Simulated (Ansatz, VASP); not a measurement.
# Rh in VASP and in Ansatz

```xyz
1
Lattice="-1.5351 1.5351 1.5351 1.5351 -1.5351 1.5351 1.5351 1.5351 -1.5351" Properties=species:S:1:pos:R:3 pbc="T T T"
Rh    0.0000    0.0000    0.0000
```

Alike in both runs: functional PBE; k mesh 19 × 19 × 19; occupations fermi-dirac, width 0.05 eV; no spin polarisation.

Ansatz relaxed the structure, and its values are those at the end. VASP's run is a single point on that final structure, the one shown.

|  | VASP | Ansatz |
| --- | --- | --- |
| version | VASP 6.6.1 | Ansatz 0.2.0 |
| potentials or method | VASP PAW PBE potentials, release 64 (Rh_pv), cutoff 520 eV | all-electron LAPW, scalar-relativistic |

Ansatz gave:

| Property | Result |
| --- | --- |
| pressure (GPa) | 0.0 |

What did VASP give for the same quantities?

Pressure (GPa): 0.1.

Ansatz ran all-electron here, so the differences hold the error of VASP's frozen core and of both bases.
